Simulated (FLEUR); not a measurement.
# Pb (P6_3/mmc) in FLEUR: a series of runs

The runs below take Pb through band structure, with LDA.

Everything below comes from runs of FLEUR MaX-R8.1 (later development tree). Logs are shortened: lines on timing, memory, paths and dates and some standing lists are left out, and cuts for length are marked.

### Step 1. The structure

Symmetry: P6_3/mmc, No. 194, hexagonal system. Conventional cell: a = 3.480 Å, b = 3.480 Å, c = 5.590 Å, α = 90.00°, β = 90.00°, γ = 120.00°. Pb (site symmetry -6m2) is surrounded by 12 Pb at 3.44 to 3.48 Å.

This isn't the form of Pb at room conditions, which is fcc.

### Step 2. Band structure, LDA

Input file inp.xml:

```xml
<?xml version="1.0" encoding="UTF-8" standalone="no"?>
<fleurInput fleurInputVersion="0.39">
   <comment>
      Pb                                                                                                  
   </comment>
   <calculationSetup>
      <cutoffs Kmax="4.1" Gmax="12.7" GmaxXC="12.7" numbands="0"/>
      <scfLoop itmax="60" minDistance="0.00001" maxIterBroyd="15" imix="Anderson" alpha="0.05" precondParam="0.0" spinf="2.0" sdNocoIR="T"/>
      <coreElectrons ctail="T" frcor="F" kcrel="0" coretail_lmax="0"/>
      <xcFunctional name="vwn" relativisticCorrections="F"/>
      <magnetism jspins="1"/>
      <soc l_soc="F" theta="0.0" phi="0.0" spav="F"/>
      <expertModes spex="0" secvar="F"/>
      <geometryOptimization l_f="F" forcealpha="1.0" forcemix="BFGS" epsdisp="0.00001" epsforce="0.00001"/>
      <ldaU l_linMix="F" mixParam="0.05" spinf="1.0"/>
   </calculationSetup>
   <cell>
      <bzIntegration valenceElectrons="40.0" mode="hist" fermiSmearingEnergy="0.00183747">
         <kPointListSelection listName="default-1"/>
         <!-- k-points included here -->
         <xi:include xmlns:xi="http://www.w3.org/2001/XInclude" href="kpts.xml"> </xi:include>
      </bzIntegration>
      <!-- symmetry operations included here -->
      <xi:include xmlns:xi="http://www.w3.org/2001/XInclude" href="sym.xml"> </xi:include>
      <bulkLattice scale="1.0">
         <bravaisMatrix>
            <row-1>    6.5762469136079993     0.0000000000000000     0.0000000000000000</row-1>
            <row-2>   -3.2881234568039996     5.6951968888005178     0.0000000000000000</row-2>
            <row-3>    0.0000000000000000     0.0000000000000000    10.5635690365139983</row-3>
         </bravaisMatrix>
      </bulkLattice>
   </cell>
   <atomSpecies>
      <species name="Lead (Pb)" element="Pb" atomicNumber="82">
         <mtSphere radius="2.66" gridPoints="879" logIncrement="0.015"/>
         <atomicCutoffs lmax="10" lnonsphr="10"/>
         <electronConfig flipSpins="F">
            <coreConfig>(1s1/2) (2s1/2) (2p1/2) (2p3/2) (3s1/2) (3p1/2) (3p3/2) (4s1/2) (3d3/2) (3d5/2) (4p1/2) (4p3/2) (4d3/2) (4d5/2) (4f5/2) (4f7/2) (5s1/2)</coreConfig>
            <valenceConfig>(5p1/2) (5p3/2) (6s1/2) (5d3/2) (5d5/2) (6p1/2) (6p3/2)</valenceConfig>
            <stateOccupation state="(6p1/2)" spinUp="0.333333" spinDown="0.333333"/>
            <stateOccupation state="(6p3/2)" spinUp="0.666667" spinDown="0.666667"/>
         </electronConfig>
         <energyParameters s="6" p="6" d="5" f="5"/>
         <lo type="SCLO" l="1" n="5" eDeriv="0"/>
         <lo type="SCLO" l="1" n="5" eDeriv="1"/>
         <lo type="SCLO" l="0" n="6" eDeriv="2"/>
         <lo type="SCLO" l="2" n="5" eDeriv="2"/>
         <lo type="SCLO" l="3" n="5" eDeriv="2"/>
      </species>
   </atomSpecies>
   <atomGroups>
      <atomGroup species="Lead (Pb)">
         <relPos label="                   1">-1.000/3.000 1.000/3.000 -1.000/4.000</relPos>
         <relPos label="                   2">1.000/3.000 -1.000/3.000 1.000/4.000</relPos>
         <force calculate="T" relaxXYZ="TTT"/>
      </atomGroup>
   </atomGroups>
   <output dos="F" band="F" slice="F">
      <checks vchk="F" cdinf="F"/>
      <bandDOS minEnergy="-.5*Htr" maxEnergy="0.5*Htr" sigma="0.015" storeEVData="T"/>
      <vacuumDOS vacdos="F" integ="F" star="F" nstars="0" locx1="0.0" locy1="0.0" locx2="0.0" locy2="0.0" nstm="0" tworkf="0.0"/>
      <unfoldingBand unfoldBand="F" supercellX="1" supercellY="1" supercellZ="1"/>
      <plotting iplot="0" polar="F">
         <plot TwoD="T" vec1="  1.0  0.0  0.0" vec2="  0.0  1.0  0.0" vec3="  0.0  0.0  1.0" zero="  0.0  0.0  0.0" file="plot"/>
      </plotting>
      <chargeDensitySlicing numkpt="0" minEigenval="0.0" maxEigenval="0.0" nnne="0" pallst="F"/>
      <specialOutput eonly="F"/>
      <moessbauerParams electricFieldGradient="T" isomerShift="T" coreHyperfine="T" valenceHyperfine="T"/>
      <magneticCircularDichroism mcd="F" energyLo="-10.0" energyUp="0.0"/>
   </output>
  <!-- We include the file relax.xml here to enable relaxations (see documentation) -->
  <xi:include xmlns:xi="http://www.w3.org/2001/XInclude" href="relax.xml"> <xi:fallback/> </xi:include>
</fleurInput>
```

Input file crystal.txt:

```
Pb
&input cartesian=F /
3.4800000000  0.0000000000  0.0000000000
-1.7400000000  3.0137684052  0.0000000000
0.0000000000  0.0000000000  5.5900000000
1.8897261246
1.0 1.0 1.0

2
82 0.6666666666  0.3333333332  0.7500000000
82 0.3333333332  0.6666666666  0.2500000000

&kpt div1=9 div2=9 div3=5 gamma=T /
```

Input file inp.xml (bands):

```
<?xml version="1.0" encoding="UTF-8" standalone="no"?>
<fleurInput fleurInputVersion="0.39">
   <comment>
      Pb                                                                                                  
   </comment>
   <calculationSetup>
      <cutoffs Kmax="4.1" Gmax="12.7" GmaxXC="12.7" numbands="0"/>
      <scfLoop itmax="60" minDistance="0.00001" maxIterBroyd="15" imix="Anderson" alpha="0.05" precondParam="0.0" spinf="2.0" sdNocoIR="T"/>
      <coreElectrons ctail="T" frcor="F" kcrel="0" coretail_lmax="0"/>
      <xcFunctional name="vwn" relativisticCorrections="F"/>
      <magnetism jspins="1"/>
      <soc l_soc="F" theta="0.0" phi="0.0" spav="F"/>
      <expertModes spex="0" secvar="F"/>
      <geometryOptimization l_f="F" forcealpha="1.0" forcemix="BFGS" epsdisp="0.00001" epsforce="0.00001"/>
      <ldaU l_linMix="F" mixParam="0.05" spinf="1.0"/>
   </calculationSetup>
   <cell>
      <bzIntegration valenceElectrons="40.0" mode="hist" fermiSmearingEnergy="0.00183747">
         <kPointListSelection listName="path-1"/>
         <!-- k-points included here -->
         <xi:include xmlns:xi="http://www.w3.org/2001/XInclude" href="kpts.xml"> </xi:include>
      </bzIntegration>
      <!-- symmetry operations included here -->
      <xi:include xmlns:xi="http://www.w3.org/2001/XInclude" href="sym.xml"> </xi:include>
      <bulkLattice scale="1.0">
         <bravaisMatrix>
            <row-1>    6.5762469136079993     0.0000000000000000     0.0000000000000000</row-1>
            <row-2>   -3.2881234568039996     5.6951968888005178     0.0000000000000000</row-2>
            <row-3>    0.0000000000000000     0.0000000000000000    10.5635690365139983</row-3>
         </bravaisMatrix>
      </bulkLattice>
   </cell>
   <atomSpecies>
      <species name="Lead (Pb)" element="Pb" atomicNumber="82">
         <mtSphere radius="2.66" gridPoints="879" logIncrement="0.015"/>
         <atomicCutoffs lmax="10" lnonsphr="10"/>
         <electronConfig flipSpins="F">
            <coreConfig>(1s1/2) (2s1/2) (2p1/2) (2p3/2) (3s1/2) (3p1/2) (3p3/2) (4s1/2) (3d3/2) (3d5/2) (4p1/2) (4p3/2) (4d3/2) (4d5/2) (4f5/2) (4f7/2) (5s1/2)</coreConfig>
            <valenceConfig>(5p1/2) (5p3/2) (6s1/2) (5d3/2) (5d5/2) (6p1/2) (6p3/2)</valenceConfig>
            <stateOccupation state="(6p1/2)" spinUp="0.333333" spinDown="0.333333"/>
            <stateOccupation state="(6p3/2)" spinUp="0.666667" spinDown="0.666667"/>
         </electronConfig>
         <energyParameters s="6" p="6" d="5" f="5"/>
         <lo type="SCLO" l="1" n="5" eDeriv="0"/>
         <lo type="SCLO" l="1" n="5" eDeriv="1"/>
         <lo type="SCLO" l="0" n="6" eDeriv="2"/>
         <lo type="SCLO" l="2" n="5" eDeriv="2"/>
         <lo type="SCLO" l="3" n="5" eDeriv="2"/>
      </species>
   </atomSpecies>
   <atomGroups>
      <atomGroup species="Lead (Pb)">
         <relPos label="                   1">-1.000/3.000 1.000/3.000 -1.000/4.000</relPos>
         <relPos label="                   2">1.000/3.000 -1.000/3.000 1.000/4.000</relPos>
         <force calculate="T" relaxXYZ="TTT"/>
      </atomGroup>
   </atomGroups>
   <output dos="F" band="T" slice="F">
      <checks vchk="F" cdinf="F"/>
      <bandDOS minEnergy="-.5*Htr" maxEnergy="0.5*Htr" sigma="0.015" storeEVData="T"/>
      <vacuumDOS vacdos="F" integ="F" star="F" nstars="0" locx1="0.0" locy1="0.0" locx2="0.0" locy2="0.0" nstm="0" tworkf="0.0"/>
      <unfoldingBand unfoldBand="F" supercellX="1" supercellY="1" supercellZ="1"/>
      <plotting iplot="0" polar="F">
         <plot TwoD="T" vec1="  1.0  0.0  0.0" vec2="  0.0  1.0  0.0" vec3="  0.0  0.0  1.0" zero="  0.0  0.0  0.0" file="plot"/>
      </plotting>
      <chargeDensitySlicing numkpt="0" minEigenval="0.0" maxEigenval="0.0" nnne="0" pallst="F"/>
      <specialOutput eonly="F"/>
      <moessbauerParams electricFieldGradient="T" isomerShift="T" coreHyperfine="T" valenceHyperfine="T"/>
      <magneticCircularDichroism mcd="F" energyLo="-10.0" energyUp="0.0"/>
   </output>
  <!-- We include the file relax.xml here to enable relaxations (see documentation) -->
  <xi:include xmlns:xi="http://www.w3.org/2001/XInclude" href="relax.xml"> <xi:fallback/> </xi:include>
</fleurInput>
```

Potentials or basis: all-electron, FLAPW.

Started as:

```console
$ inpgen -f crystal.txt -profile fastHighL
$ # inp.xml edited to the form shown
$ fleur_MPI
$ fleur_MPI   # second run, on inp.xml (bands)
```

The program printed:

```text
Welcome to FLEUR        (www.flapw.de)
      MaX-Release 8.1          (www.max-centre.eu)

 ========== k-point set info ==========
 Selected k-point list: default-1
 k-point list type: mesh
 9 x 9 x 5
 Number of k points: 36

 ------------Calculation Setup---------------------------
 Number of MPI-tasks      :            1
 Number of PE/node        :            1
 Number of OMP-threads    :            1
 Most efficient MPI parallelization for:
           1           2           3           4           6           9          12          18          36
 Additional eigenvalue parallelization possible
 Number of basis functions:          558
 Approximate size of matrices (H+S) per k-point:         0.005 GB
 --------------------------------------------------------
 Iteration:     1   Distance:      11.37825708 me/bohr^3
 Iteration:     2   Distance:      10.70458026 me/bohr^3
 Iteration:     3   Distance:       3.40455932 me/bohr^3
 Iteration:     4   Distance:       0.25065897 me/bohr^3
 Iteration:     5   Distance:       0.23850655 me/bohr^3
 Iteration:     6   Distance:       0.05056429 me/bohr^3
 Iteration:     7   Distance:       0.00321048 me/bohr^3
 Iteration:     8   Distance:       0.00257293 me/bohr^3
 Iteration:     9   Distance:       0.00026679 me/bohr^3
 Iteration:    10   Distance:       0.00005253 me/bohr^3
 Iteration:    11   Distance:       0.00004097 me/bohr^3
 Iteration:    12   Distance:       0.00000215 me/bohr^3

 ********************************************************************
 Run finished successfully
 Stop message:
   all done
 ********************************************************************
```

output (bands):

```text
Welcome to FLEUR        (www.flapw.de)
      MaX-Release 8.1          (www.max-centre.eu)

 ========== k-point set info ==========
 Selected k-point list: path-1
 k-point list type: path
 Number of k points: 60

 ------------Calculation Setup---------------------------
 Number of MPI-tasks      :            1
 Number of PE/node        :            1
 Number of OMP-threads    :            1
 Most efficient MPI parallelization for:
           1           2           3           4           5           6          10          12          15          20          30          60
 Additional eigenvalue parallelization possible
 Number of basis functions:          558
 Approximate size of matrices (H+S) per k-point:         0.005 GB
 --------------------------------------------------------
 Fermi energy correction for metals:
 Fermi energy in bands.* files may not be consistent with last density.
 Please correct it manually (e.g. in band.gnu file).

 Note: Band structure data (together with different weights) is also stored in the banddos.hdf file.
       A convenient way of extracting and plotting the data from that file is by making use of the

 ********************************************************************
 Run finished successfully
 Stop message:
   Charge density postprocessing done.
 ********************************************************************
```

out.xml (last iteration):

```text
<iteration numberForCurrentRun="   12" overallNumber="   12">
         <energyParameters units="Htr">
            <atomicEP atomType="1" spin="1" branch="6s" branchLowest="-4.84" branchHighest="0.60" value="-0.0342138514"/>
            <atomicEP atomType="1" spin="1" branch="6p" branchLowest="-2.69" branchHighest="1.43" value="0.2450312399"/>
            <atomicEP atomType="1" spin="1" branch="5d" branchLowest="-14.27" branchHighest="-0.26" value="-0.2879693666"/>
            <atomicEP atomType="1" spin="1" branch="5f" branchLowest="-4.43" branchHighest="1.90" value="0.5829858934"/>
            <loAtomicEP atomType="1" spin="1" branch="5p" branchLowest="-23.18" branchHighest="-2.69" value="-2.7576412643"/>
            <loAtomicEP atomType="1" spin="1" branch="5p" branchLowest="-23.18" branchHighest="-2.69" value="-2.7576412643"/>
            <loAtomicEP atomType="1" spin="1" branch="6s" branchLowest="-4.84" branchHighest="0.60" value="-0.0342138514"/>
            <loAtomicEP atomType="1" spin="1" branch="5d" branchLowest="-14.27" branchHighest="-0.26" value="-0.3196717453"/>
            <loAtomicEP atomType="1" spin="1" branch="5f" branchLowest="-4.43" branchHighest="1.90" value="0.5829734178"/>
         </energyParameters>
         <eigenvalues>
            <eigenvaluesAt spin="1" ikpt="1" k_x="0.00000000" k_y="0.00000000" k_z="0.00000000">
                      -2.6920306698       -2.6920306698       -2.6920015338       -2.6920015338       -2.6914438025
                      -2.6912889585       -0.3288626181       -0.3269814143       -0.3269763622       -0.3269763622
                      -0.3260499854       -0.3260499854       -0.3240780691       -0.3240780691       -0.3167247909
                      -0.3167247909       -0.1451884342       -0.0002731426        0.1388593933        0.4992289333
                       0.4992289333        0.5691362226        0.5691362226        0.5934805360        0.6221044696
                       0.6317640225        0.7222370681        0.7538205659        0.7538205659        0.7691776112
                       0.7731641763
            </eigenvaluesAt>
            <eigenvaluesAt spin="1" ikpt="2" k_x="0.00000000" k_y="0.00000000" k_z="0.20000000">
                      -2.6920278884       -2.6920278884       -2.6920042917       -2.6920042917       -2.6914291169
                      -2.6913036729       -0.3285797735       -0.3275333870       -0.3275333870       -0.3270340576
                      -0.3264435637       -0.3264435637       -0.3227308225       -0.3227308225       -0.3171229932
                      -0.3171229932       -0.1376721772       -0.0308868240        0.1851548430        0.5051956080
                       0.5051956080        0.5128998117        0.5621212626        0.5621212626        0.6251035837
[... 58 lines left out ...]
               <shell n="2" l="0" isomerShift="377609.61786"/>
               <shell n="2" l="1" isomerShift="29985.94621"/>
               <shell n="3" l="0" isomerShift="87288.44759"/>
               <shell n="3" l="1" isomerShift="7786.69324"/>
               <shell n="4" l="0" isomerShift="22637.22697"/>
               <shell n="3" l="2" isomerShift="0.00327"/>
               <shell n="4" l="1" isomerShift="1995.67477"/>
               <shell n="4" l="2" isomerShift="0.00091"/>
               <shell n="4" l="3" isomerShift="0.00000"/>
               <shell n="5" l="0" isomerShift="4883.39468"/>
            </coreIsomerShift>
            <isomerShift atomType="1" nucleusRadius="0.0001398" averageDensity="2979769.46607"/>
            <electricFieldGradient atomType="1" VXX="0.59726" VYY="0.59726" VZZ="-1.19452" asymParam="0.00000">
            </electricFieldGradient>
         </moessbauerParams>
         <totalEnergy                                    value="   -41834.0959228030" units="Htr">
            <sumOfEigenvalues                            value="   -25865.0330221319">
               <coreElectrons value="-25827.1020246406"/>
               <valenceElectrons value="-37.9309974914"/>
            </sumOfEigenvalues>
            <densityCoulombPotentialIntegral value="-73550.4348264792"/>
            <densityEffectivePotentialIntegral value="-74556.8007283470"/>
            <chargeDenXCDenIntegral value="-757.9779454291"/>
            <FockExchangeEnergyValence value="0.0000000000"/>
            <FockExchangeEnergyCore value="0.0000000000"/>
            <atomTypeDependentContributions atomType="1">
               <electronNucleiInteractionDifferentMTs value="52911.1079711356"/>
               <MadelungTerm value="-81.5602992137"/>
            </atomTypeDependentContributions>
            <tkbTimesEntropy value="0.0004112652"/>
            <freeEnergy value="-41834.0963340682"/>
            <extrapolationTo0K value="-41834.0961284356"/>
         </totalEnergy>
         <densityConvergence units="me/bohr^3">
            <chargeDensity spin="1" distance="0.0000021505"/>
         </densityConvergence>
      </iteration>
```

It took 47 s on 1 thread of Arm Neoverse V1, shared host; peak memory 0.06 GiB.

Results:

* Free energy: -1138363.7536 eV
* Band gap along the path: none (metal or under the smearing width)
* Valence electrons inside the program's atomic spheres: Pb 18.05 (radii Pb 2.66 bohr)

Levels at the corners of the path, in eV from the Fermi level:
```csv
point,band 16,band 17,band 18,band 19,band 20,band 21,band 22,band 23,band 24,band 25
Γ,-16.66,-11.99,-8.05,-4.26,5.55,5.55,7.45,7.45,8.11,8.89
M,-16.63,-8.46,-7.20,-2.89,-1.41,-0.49,1.85,1.96,5.74,6.29
K,-16.65,-7.38,-7.38,-2.87,-0.44,-0.44,0.83,1.14,1.14,5.09
Γ,-16.66,-11.99,-8.05,-4.26,5.55,5.55,7.45,7.45,8.11,8.89
A,-16.73,-10.71,-10.71,1.04,1.04,6.45,6.45,6.45,6.45,9.33
L,-16.64,-7.61,-7.61,-3.78,-3.78,3.42,3.42,3.76,3.76,7.09
H,-16.65,-7.09,-7.09,-2.59,-2.59,-1.51,-1.51,5.22,5.22,9.32
A,-16.73,-10.71,-10.71,1.04,1.04,6.45,6.45,6.45,6.45,9.33
L,-16.64,-7.61,-7.61,-3.78,-3.78,3.42,3.42,3.76,3.76,7.09
M,-16.63,-8.46,-7.20,-2.89,-1.41,-0.49,1.85,1.96,5.74,6.29
K,-16.65,-7.38,-7.38,-2.87,-0.44,-0.44,0.83,1.14,1.14,5.09
H,-16.65,-7.09,-7.09,-2.59,-2.59,-1.51,-1.51,5.22,5.22,9.32
```

Core levels (eV from the Fermi level):
| atom | levels |
| --- | --- |
| 1 Pb | 1s1/2 -87909.8, 2s1/2 -15708.3, 2p1/2 -15087.9, 2p3/2 -12900.2, 3s1/2 -3766.9, 3p1/2 -3486.6, 3p3/2 -2998.6, 4s1/2 -848.9, 3d3/2 -2536.9, 3d5/2 -2432.9, 4p1/2 -727.7, 4p3/2 -608.0, 4d3/2 -410.2, 4d5/2 -387.9, 4f5/2 -131.6, 4f7/2 -126.6, 5s1/2 -139.7 |
| 2 Pb | 1s1/2 -87909.8, 2s1/2 -15708.3, 2p1/2 -15087.9, 2p3/2 -12900.2, 3s1/2 -3766.9, 3p1/2 -3486.6, 3p3/2 -2998.6, 4s1/2 -848.9, 3d3/2 -2536.9, 3d5/2 -2432.9, 4p1/2 -727.7, 4p3/2 -608.0, 4d3/2 -410.2, 4d5/2 -387.9, 4f5/2 -131.6, 4f7/2 -126.6, 5s1/2 -139.7 |

Caveat: spin-orbit coupling is left out, which moves the levels of the heavy elements.

(Continued in part 2 of 2.)
